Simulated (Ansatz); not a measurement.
Relaxed CsCl (CsCl type):

```
CELL_PARAMETERS angstrom
      4.14031     0.00000     0.00000
      0.00000     4.14031     0.00000
      0.00000     0.00000     4.14031
ATOMIC_POSITIONS crystal
  Cs 0.00000 0.00000 0.00000
  Cl 0.50000 0.50000 0.50000
```

Level of theory: r2SCAN (plane waves to 500 eV, PAW, scalar-relativistic; Ansatz, a program for electronic structure). k mesh 7×7×7 (Γ-centred), Fermi-Dirac smearing 0.05 eV. CsCl was relaxed with its symmetry unable to fall.

One atom of the cell was then moved (with its periodic images), all else fixed, and the forces (eV/Å) came out as:

```json
[
 {"atom": "Cs1", "Fx": "1.190", "Fy": "-1.190", "Fz": "0.000"},
 {"atom": "Cl2", "Fx": "-1.190", "Fy": "1.190", "Fz": "0.000"}
]
```

With two atoms only their relative shift counts; take Cl2 as fixed.

### Question
Which atom was moved, and by which vector (Å)?

### Answer
Cs1, by (-0.59, 0.59, 0.00), 0.83 Å in all.

(For displaced atoms, the force is minus the slope of the energy, and its curvature is a force constant, which sets phonon frequencies.)
